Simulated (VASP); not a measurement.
# Se (P3_121) in VASP: a series of runs

The runs below take Se through single point, with HSE06.

Everything below comes from runs of VASP 6.6.1. Logs are shortened: lines on timing, memory, paths and dates and some standing lists are left out, and cuts for length are marked.

## Step 1: Starting point

The structure is trigonal, space group P3_121 (No. 152). Conventional cell: a = 4.366 Å, b = 4.366 Å, c = 4.954 Å, α = 90.00°, β = 90.00°, γ = 120.00°. Around Se (site symmetry 2) lie 2 Se at 2.37 Å.

## Step 2: Single point, HSE06

POSCAR reads:

```
Se
1.0
    4.3662000000      0.0000000000      0.0000000000
   -2.1831000000      3.7812401180      0.0000000000
    0.0000000000      0.0000000000      4.9536000000
Se
3
Direct
    0.7746000000      0.7746000000      0.0000000000
    0.0000000000      0.2254000000      0.6666666667
    0.2254000000      0.0000000000      0.3333333333
```

INCAR.step1 reads:

```
SYSTEM = Se
PREC = Accurate
ENCUT = 400
EDIFF = 1E-5
ISMEAR = 0
SIGMA = 0.01
LREAL = .FALSE.
LASPH = .TRUE.
NELM = 100
ALGO = Normal
ISIF = 2
LWAVE = .TRUE.
LCHARG = .FALSE.
NBANDS = 17
NKRED = 1
GGA = PE
```

INCAR.step2 reads:

```
SYSTEM = Se
PREC = Accurate
ENCUT = 400
EDIFF = 1E-6
ISMEAR = 0
SIGMA = 0.01
LREAL = .FALSE.
LASPH = .TRUE.
NELM = 100
ALGO = Normal
ISIF = 2
LWAVE = .FALSE.
LCHARG = .FALSE.
GGA = PE
LHFCALC = .TRUE.
HFSCREEN = 0.2
PRECFOCK = Normal
NBANDS = 17
NKRED = 1
ISTART = 1
```

KPOINTS reads:

```
regular mesh
0
G
  5 5 4
  0 0 0
```

Potentials or basis: VASP PAW PBE potentials, release 64 (Se).

Run with:

```
> cat potpaw_PBE.64/Se/POTCAR > POTCAR
> cp INCAR.step1 INCAR
> mpirun -np 1 vasp_std > vasp.out
> cp INCAR.step2 INCAR
> mpirun -np 1 vasp_std > vasp.out
```

OUTCAR:

```text
SYSTEM = Se
   PREC = Accurate
   ENCUT = 400
   EDIFF = 1E-6
   ISMEAR = 0
   LREAL = .FALSE.
   LASPH = .TRUE.
   NELM = 100
   ISIF = 2
   GGA = PE
   LHFCALC = .TRUE.
   HFSCREEN = 0.2
   PRECFOCK = Normal
   NKRED = 1
   ISTART = 1

 Found     17 irreducible k-points:

 Following reciprocal coordinates:
            Coordinates               Weight
  0.000000  0.000000  0.000000      1.000000
  0.200000 -0.000000  0.000000      6.000000
  0.400000 -0.000000  0.000000      6.000000
  0.200000  0.200000  0.000000      6.000000
  0.400000  0.200000  0.000000      6.000000
  0.000000  0.000000  0.250000      2.000000
   k-points           NKPTS =     17   k-points in BZ     NKDIM =    100   number of bands    NBANDS=     17
   number of dos      NEDOS =    301   number of ions     NIONS =      3
   total plane-waves  NPLWV =  25088
   dimension x,y,z NGX =    28 NGY =   28 NGZ =   32
   dimension x,y,z NGXF=    56 NGYF=   56 NGZF=   64
   ions per type =               3
   NGX,Y,Z   is equivalent  to a cutoff of  10.66, 10.66, 10.74 a.u.
   NGXF,Y,Z  is equivalent  to a cutoff of  21.32, 21.32, 21.48 a.u.
 SYSTEM =  Se
   PREC   = accura    normal or accurate (medium, high low for compatibility)
   ISTART =      1    job   : 0-new  1-cont  2-samecut
   ICHARG =      0    charge: 1-file 2-atom 10-const
   ISPIN  =      1    spin polarized calculation?
   LNONCOLLINEAR =      F non collinear calculations
   LSORBIT =      F    spin-orbit coupling
   LASPH  =      T    aspherical Exc in radial PAW
   ENCUT  =  400.0 eV  29.40 Ry    5.42 a.u.   7.12  7.12  8.08*2*pi/ulx,y,z
   NELM   =    100;   NELMIN=  2; NELMDL=  0     # of ELM steps
   EDIFF  = 0.1E-05   stopping-criterion for ELM
   LREAL  =      F    real-space projection
   EDIFFG = 0.1E-04   stopping-criterion for IOM
   NSW    =      0    number of steps for IOM
   IBRION =     -1    ionic relax: 0-MD 1-quasi-New 2-CG
   NFREE  =      0    steps in history (QN), initial steepest desc. (CG)
   ISIF   =      2    stress and relaxation
   ISYM   =      3    0-nonsym 1-usesym 2-fastsym
   POTIM  = 0.5000    time-step for ionic-motion
   TEBEG  =    0.0;   TEEND  =   0.0 temperature during run
   PSTRESS=    0.0 pullay stress
   NELECT =      18.0000    total number of electrons
   NUPDOWN=      -1.0000    fix difference up-down
   EMIN   =  10.00;   EMAX   =-10.00  energy-range for DOS
   EFERMI =   0.00;   METHOD = LEGACY
   ISMEAR =     0;   SIGMA  =   0.01  broadening in eV -4-tet -1-fermi 0-gaus
   EFERMI_NEDOS =   21; number of points for ismear=-14 and -15
   IALGO  =     38    algorithm
   IMIX   =      1    mixing-type and parameters
     AMIX     =   0.40;   BMIX     =  1.00
     AMIX_MAG =   1.60;   BMIX_MAG =  1.00
  volume/ion in A,a.u.               =      27.26       183.96
  Fermi-wavevector in a.u.,A,eV,Ry     =   0.988430  1.867862 13.292817  0.976995
  Thomas-Fermi vector in A             =   2.119956
   LORBIT       =      0    0 simple, 1 ext, 2 COOP (PROOUT), +10 PAW based schemes
   GGA     = PE    functional components
   LHFCALC =     T    Hartree Fock is set to
   PRECFOCK=normal    Normal, Fast or Accurate (Low or Medium for compatibility)
   ENCUT4O =  -1.0   cutoff for four orbital integrals eV
   NKREDX  =     1    reduce k-point grid by
   NKREDY  =     1    reduce k-point grid by
   NKREDZ  =     1    reduce k-point grid by
   AEXX    =    0.2500 exact exchange contribution
   HFSCREEN=    0.2000 screening length (either q_TF or 0.3 A-1)
   HFSCREENC=   0.2000 screening length for correlation (either q_TF or 0.3 A-1)
   ENCUTFOCK=  -1.0 apply spherical cutoff to Coloumb kernel
   IVDW    =     0    specifies the selected vdW correction
   LEPSILON=     F    determine dielectric tensor
   LRPA    =     F    only Hartree local field effects (RPA)
 non-spin polarized calculation
 Gauss-broadening in eV      SIGMA  =   0.01
  energy-cutoff  :      400.00
  volume of cell :       81.78
 maximum number of plane-waves:      1500
  NGX = 24; NGY = 24; NGZ = 28

 number of electron      18.0000000 magnetization

 Free energy of the ion-electron system (eV)
  ---------------------------------------------------
  ext. energy  EPLUGINS =         0.00000000
  ---------------------------------------------------
  free energy    TOTEN  =       -13.28796230 eV

  energy without entropy =      -13.28796230  energy(sigma->0) =      -13.28796230

 E-fermi :   2.1844     XC(G=0):  -7.3659

 val. band max:        2.1253724824   @ k =   0.4000   0.2000   0.5000
 cond. band min:       4.1470069483   @ k =   0.0000   0.0000   0.5000
 fundamental gap:      2.0216344659
 Fermi energy:         2.1843854383

 k-point     1 :       0.0000    0.0000    0.0000
  band No.  band energies     occupation
      1     -15.1879      2.00000
      2     -10.6074      2.00000
      3     -10.6074      2.00000
      4      -1.9090      2.00000
      5      -1.9090      2.00000
      6      -1.8838      2.00000
[... 9 lines left out ...]
     16      11.5411      0.00000
     17      11.8801      0.00000

 k-point     2 :       0.2000   -0.0000    0.0000
  band No.  band energies     occupation
      1     -15.0230      2.00000
      2     -10.7630      2.00000
      3     -10.5895      2.00000
      4      -2.8972      2.00000
      5      -2.3681      2.00000
      6      -1.7090      2.00000
[... 9 lines left out ...]
     16      11.6772      0.00000
     17      11.9640      0.00000

 k-point     3 :       0.4000   -0.0000    0.0000
  band No.  band energies     occupation
      1     -14.7098      2.00000
      2     -11.0995      2.00000
      3     -10.5589      2.00000
      4      -3.4042      2.00000
      5      -2.8241      2.00000
      6      -1.7305      2.00000
[... 9 lines left out ...]
     16      13.2287      0.00000
     17      13.4245      0.00000

 k-point     4 :       0.2000    0.2000    0.0000
  band No.  band energies     occupation
      1     -14.7771      2.00000
      2     -10.9480      2.00000
      3     -10.6476      2.00000
      4      -3.2287      2.00000
      5      -2.9776      2.00000
      6      -1.4799      2.00000
[... 9 lines left out ...]
     16      12.5948      0.00000
     17      13.4480      0.00000

 k-point     5 :       0.4000    0.2000    0.0000
  band No.  band energies     occupation
      1     -14.6023      2.00000
      2     -11.0668      2.00000
      3     -10.7236      2.00000
      4      -3.3349      2.00000
      5      -3.0979      2.00000
      6      -1.2642      2.00000
[... 9 lines left out ...]
     16      13.0278      0.00000
     17      13.2847      0.00000

 k-point     6 :       0.0000    0.0000    0.2500
  band No.  band energies     occupation
      1     -14.8612      2.00000
      2     -12.4202      2.00000
      3      -8.8879      2.00000
      4      -2.5910      2.00000
      5      -1.7198      2.00000
      6      -1.5760      2.00000
[... 9 lines left out ...]
     16      10.6288      0.00000
     17      11.6484      0.00000

 [... further k-points ...]

------------------------ aborting loop because EDIFF is reached ----------------------------------------

  FORCE on cell =-STRESS in cart. coord.  units (eV):
  Direction    XX          YY          ZZ          XY          YZ          ZX
  --------------------------------------------------------------------------------------
  -------------------------------------------------------------------------------------
  Total        0.3527805      0.3527805      0.0680255     -0.0000000      0.0000000     -0.0000000
  in kB        6.9112467      6.9112467      1.3326730     -0.0000000      0.0000000     -0.0000000
  external PRESSURE =       5.0517221 kB  Pullay stress =       0.0000000 kB

 VOLUME and BASIS-vectors are now :
 -----------------------------------------------------------------------------
  energy-cutoff  :      400.00
  volume of cell :       81.78
      direct lattice vectors                 reciprocal lattice vectors
     4.366200000  0.000000000  0.000000000     0.229032110  0.132231751  0.000000000
    -2.183100000  3.781240118  0.000000000     0.000000000  0.264463501  0.000000000
     0.000000000  0.000000000  4.953600000     0.000000000  0.000000000  0.201873385

 POSITION                                       TOTAL-FORCE (eV/Angst)
 -----------------------------------------------------------------------------------
      1.69103      2.92895      0.00000         0.094132      0.163041     -0.000000
     -0.49207      0.85229      3.30240         0.094132     -0.163041     -0.000000
      0.98414      0.00000      1.65120        -0.188264      0.000000      0.000000
 -----------------------------------------------------------------------------------
    total drift:                               -0.000001      0.000000     -0.000003

  FREE ENERGIE OF THE ION-ELECTRON SYSTEM (eV)
  ---------------------------------------------------
  free  energy   TOTEN  =       -13.2879623049 eV

  energy  without entropy=      -13.2879623049  energy(sigma->0) =      -13.28796230
```

It took 19 min on 1 thread of Intel Xeon Platinum 8488C (Sapphire Rapids), shared host; peak memory 0.27 GiB.

These settings aren't checked as converged: the numbers below hold their error.

What came out:

| Property | Result |
| --- | --- |
| Free energy | -13.2880 eV |
| Pressure | 0.5 GPa |
| Largest force | 0.188 eV/Å |
| Band gap on the k mesh | 2.02 eV, indirect (least direct gap 2.12 eV) |

Caveat: the PAW data sets were made with another functional, which shifts forces and pressure a little; an odd mesh through Γ misses points on the zone boundary, where band edges often lie.

## Step 3: Single point, HSE06

POSCAR is that of step 2.

INCAR.step1, as its differences from that of step 2:

```diff
@@ -14,3 +14,3 @@
 NBANDS = 17
-NKRED = 1
+NKRED = 3
 GGA = PE
```

INCAR.step2, as its differences from that of step 2:

```diff
@@ -16,5 +16,5 @@
 HFSCREEN = 0.2
-PRECFOCK = Normal
+PRECFOCK = Fast
 NBANDS = 17
-NKRED = 1
+NKRED = 3
 ISTART = 1
```

KPOINTS reads:

```
regular mesh
0
G
  3 3 3
  0 0 0
```

Potentials or basis: VASP PAW PBE potentials, release 64 (Se).

Run with:

```
> cat potpaw_PBE.64/Se/POTCAR > POTCAR
> cp INCAR.step1 INCAR
> mpirun -np 1 vasp_std > vasp.out
> cp INCAR.step2 INCAR
> mpirun -np 1 vasp_std > vasp.out
```

OUTCAR:

```text
SYSTEM = Se
   PREC = Accurate
   ENCUT = 400
   EDIFF = 1E-6
   ISMEAR = 0
   LREAL = .FALSE.
   LASPH = .TRUE.
   NELM = 100
   ISIF = 2
   GGA = PE
   LHFCALC = .TRUE.
   HFSCREEN = 0.2
   PRECFOCK = Fast
   NKRED = 3
   ISTART = 1

 Found      7 irreducible k-points:

 Following reciprocal coordinates:
            Coordinates               Weight
  0.000000  0.000000  0.000000      1.000000
  0.333333  0.000000  0.000000      6.000000
  0.333333  0.333333  0.000000      2.000000
  0.000000  0.000000  0.333333      2.000000
  0.333333  0.000000  0.333333      6.000000
  0.000000  0.333333  0.333333      6.000000
   k-points           NKPTS =      7   k-points in BZ     NKDIM =     27   number of bands    NBANDS=     17
   number of dos      NEDOS =    301   number of ions     NIONS =      3
   total plane-waves  NPLWV =  25088
   dimension x,y,z NGX =    28 NGY =   28 NGZ =   32
   dimension x,y,z NGXF=    56 NGYF=   56 NGZF=   64
   ions per type =               3
   NGX,Y,Z   is equivalent  to a cutoff of  10.66, 10.66, 10.74 a.u.
   NGXF,Y,Z  is equivalent  to a cutoff of  21.32, 21.32, 21.48 a.u.
 SYSTEM =  Se
[... 65 lines left out ...]

 E-fermi :   1.4732     XC(G=0):  -7.3946

 val. band max:        1.4063656034   @ k =   0.3333   0.3333   0.3333
 cond. band min:       4.5207729599   @ k =   0.0000   0.0000   0.3333
 fundamental gap:      3.1144073564
 Fermi energy:         1.4732051206

 k-point     1 :       0.0000    0.0000    0.0000
  band No.  band energies     occupation
      1     -15.2472      2.00000
      2     -10.7088      2.00000
      3     -10.7088      2.00000
      4      -2.2510      2.00000
      5      -2.2510      2.00000
      6      -2.1057      2.00000
[... 97 lines left out ...]
      4      -4.0261      2.00000
      5      -3.0797      2.00000
      6      -2.1731      2.00000
[... 9 lines left out ...]
     16      12.0953      0.00000
     17      13.9621      0.00000

 [... further k-points ...]

------------------------ aborting loop because EDIFF is reached ----------------------------------------

  FORCE on cell =-STRESS in cart. coord.  units (eV):
  Direction    XX          YY          ZZ          XY          YZ          ZX
  --------------------------------------------------------------------------------------
  -------------------------------------------------------------------------------------
  Total       -1.1349825     -1.1349825     -1.1973915      0.0000000      0.0000000      0.0000000
  in kB      -22.2351951    -22.2351951    -23.4578348      0.0000000      0.0000000      0.0000000
  external PRESSURE =     -22.6427417 kB  Pullay stress =       0.0000000 kB

 VOLUME and BASIS-vectors are now :
 -----------------------------------------------------------------------------
  energy-cutoff  :      400.00
  volume of cell :       81.78
      direct lattice vectors                 reciprocal lattice vectors
     4.366200000  0.000000000  0.000000000     0.229032110  0.132231751  0.000000000
    -2.183100000  3.781240118  0.000000000     0.000000000  0.264463501  0.000000000
     0.000000000  0.000000000  4.953600000     0.000000000  0.000000000  0.201873385

 POSITION                                       TOTAL-FORCE (eV/Angst)
 -----------------------------------------------------------------------------------
      1.69103      2.92895      0.00000        -0.031195     -0.054032      0.000000
     -0.49207      0.85229      3.30240        -0.031195      0.054032      0.000000
      0.98414      0.00000      1.65120         0.062391      0.000000     -0.000000
 -----------------------------------------------------------------------------------
    total drift:                               -0.000003     -0.000005      0.000000

  FREE ENERGIE OF THE ION-ELECTRON SYSTEM (eV)
  ---------------------------------------------------
  free  energy   TOTEN  =       -15.1095456735 eV

  energy  without entropy=      -15.1095456735  energy(sigma->0) =      -15.10954567
```

Run time: 17 s. Hardware: 1 thread of Intel Xeon Platinum 8488C (Sapphire Rapids), shared host; peak memory 0.25 GiB.

The run converged, but some of its settings lie outside the range that counts as converged, so its numbers aren't taken as properties of the crystal.

What came out:

```yaml
Free_energy: -15.1095 eV
Pressure: -2.3 GPa
Largest_force: 0.062 eV/Å
Band_gap_on_the_k_mesh: 3.11 eV, indirect (least direct gap 3.34 eV)
```

Caveat: the k mesh is coarse (spacing up to 0.55 Å⁻¹), so the values aren't converged, least of all with exact exchange; the PAW data sets were made with another functional, which shifts forces and pressure a little; an odd mesh through Γ misses points on the zone boundary, where band edges often lie.

## Step 4: The reference run

An earlier run on the cell as given: functional PBEsol; potentials or basis VASP PAW PBE potentials, release 64 (Se); cutoff 520 eV; k mesh 7 × 7 × 6; occupations fermi-dirac, width 0.05 eV; no spin polarisation.

- Pressure: 0.4 GPa
- Largest force: 0.333 eV/Å
- Band gap on the k mesh: 1.14 eV, indirect (least direct gap 1.43 eV)
